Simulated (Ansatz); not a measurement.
Si (I4/mmm)

Level of theory: DFT PBE, scalar-relativistic, plane waves, PAW (Ansatz).

Plane waves to 420 eV, a k mesh through Γ of 10×10×10 on the computed 4-atom cell and Gaussian smearing (0.01 eV); no spin polarisation.

The structure is relaxed at this level of theory with its symmetry kept. This form isn't the element's structure at ambient conditions.

```
Si
1.0
    -3.34576    3.34576    1.93051
     3.34576   -3.34576    1.93051
     3.34576    3.34576   -1.93051
Si
4
Cartesian
  1.1952 1.1952 0.0000
  2.1506 2.1506 1.9305
  2.1506 -2.1506 1.9305
  -2.1506 2.1506 1.9305
```

```json
{
  "Space group": "I4/mmm (No. 139)",
  "Volume per atom": "21.61 Å³",
  "Formation energy from the elements' standard states (uncorrected)": "+0.100 eV/atom",
  "Kohn–Sham band gap": "0.26 eV, indirect from M to P",
  "Löwdin character of the top 1 eV of the valence band": "Si 3p 96 %",
  "Löwdin character of the lowest 1 eV of the conduction band": "Si 3p 57 %, Si 3s 30 %, unprojected 13 %",
  "Electron masses at the edge by Cartesian direction of the standard setting (m_e; degenerate bands sorted by energy; no spin-orbit coupling)": "x: 0.16; y: 0.16; z: 0.35",
  "Hole masses at the edge by Cartesian direction of the standard setting (m_e; degenerate bands sorted by energy; no spin-orbit coupling)": "x: 0.38, 0.13; y: 0.38, 0.13; z: 0.70, 0.70",
  "Bulk modulus": "81 GPa",
  "Its pressure derivative": "4.2",
  "Electronic dielectric constant xx, yy, zz of the standard setting (independent particles)": "13.8, 13.8, 12.3",
  "Bader charges (e)": "Si (4 in the cell) 0.00"
}
```